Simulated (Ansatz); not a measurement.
**A computed series for LiCl: response to strain**

The reference is LiCl in the rock salt structure (space group Fm-3m, No. 225; a = 5.064 Å). Axes: x, y, z lie along the cube axes.

Strains are applied to the cell and any free atomic positions relax.

Level of theory: DFT with PBEsol, PAW potentials and a 420 eV plane-wave cutoff in Ansatz (an electronic-structure program), no spin-orbit coupling.

Notes on the quantities. energy relative to the base: free energy F.

```json
[
 {"uniaxial strain ε_zz (%)": "0", "energy relative to the base (meV/atom)": "0.0"},
 {"uniaxial strain ε_zz (%)": "0.5", "energy relative to the base (meV/atom)": "0.1"},
 {"uniaxial strain ε_zz (%)": "1", "energy relative to the base (meV/atom)": "0.3"},
 {"uniaxial strain ε_zz (%)": "1.5", "energy relative to the base (meV/atom)": "0.7"},
 {"uniaxial strain ε_zz (%)": "2", "energy relative to the base (meV/atom)": "1.2"},
 {"uniaxial strain ε_zz (%)": "2.5", "energy relative to the base (meV/atom)": "?"},
 {"uniaxial strain ε_zz (%)": "3", "energy relative to the base (meV/atom)": "2.5"}
]
```

Task: Fit ΔE = Aε² + Bε³ (ε in %) to the rows shown and predict the withheld row.

Result: Least squares on the printed values gives A = 0.341 and B = -0.021 meV/atom (largest residual 0.0 meV/atom); this predicts 1.8 meV/atom, and the run gives 1.8 meV/atom, in agreement.

Whether these cells are dynamically stable was not tested.
